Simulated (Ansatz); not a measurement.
Barrier of one jump, Si in Ti

Computed with DFT PBE, scalar-relativistic, plane waves, PAW in Ansatz 0.2.0. Run with 420 eV cutoff, 4×4×4 k-mesh, shifted by half a step, Gaussian smearing of 0.10 eV, no spin polarisation.

Host crystal, relaxed:

```cif
data_structure
_symmetry_space_group_name_H-M 'P 1'
_symmetry_Int_Tables_number 1
_cell_length_a 4.5795
_cell_length_b 4.5795
_cell_length_c 2.8322
_cell_angle_alpha 90.000
_cell_angle_beta 90.000
_cell_angle_gamma 120.000
_cell_volume 51.44
loop_
_atom_site_label
_atom_site_type_symbol
_atom_site_fract_x
_atom_site_fract_y
_atom_site_fract_z
_atom_site_occupancy
Ti1 Ti 0.00000 0.00000 0.00000 1
Ti2 Ti 0.33333 0.66667 0.50000 1
Ti3 Ti 0.66667 0.33333 0.50000 1
```

In a supercell of 18 host sites, Si trades places with a neighbouring Ti vacancy, moving 3.06 Å between the relaxed ends. Climbing-image nudged elastic band at fixed cell with images 0 (start) to 6 (end), the path measured over all atoms, converged to 0.05 eV/Å; the order of the saddle wasn't checked, and the small cell leaves errors of about a tenth of an eV.

Supercell rows in host cell vectors: 0 -1 2; 1 1 2; -1 0 2. Si was set at (0.000, 0.000, 0.000) of the host cell.

At the relaxed start Si has 1 Ti at 2.73 Å, 6 Ti at 2.90 Å.

Problem. How high is the barrier, and where does the atom pass?

Solution. 0.79 eV at image 3, where Si has 6 Ti at 2.66 Å.

Cost: 1 run of about 11 core-minutes, on AMD EPYC 9R45 (Zen 5) (shared hosts).